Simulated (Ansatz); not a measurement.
MgO (rocksalt) (r2SCAN geometry), in Ansatz:

```
Mg O
1.0
     0.00000    2.10217    2.10217
     2.10217    0.00000    2.10217
     2.10217    2.10217    0.00000
Mg O
1 1
Direct
  0.00000 0.00000 0.00000
  0.50000 0.50000 0.50000
```

G0W0@PBE with 69 empty bands, a screening cutoff of 140 eV and a 6×6×6 mesh (PAW, contour deformation) gives 7.196 eV over the mesh points, from a PBE gap of 4.797 eV; it sums over 77 bands with 65 plane waves in the screening and a wave cutoff of 420 eV. The G0W0 figures hold for the stated bands, cutoff and mesh and aren't extrapolated. The values are computed, spin-unpolarised, and not measurements.

(1) Estimate the gap with starting point LDA.

(2) Estimate the gap with empty bands 128, screening cutoff 210 eV.

Results:

(1) 7.217 eV (+0.021 eV), from a Kohn-Sham gap of 4.710 eV.

(2) 7.337 eV (+0.141 eV), from a Kohn-Sham gap of 4.797 eV.
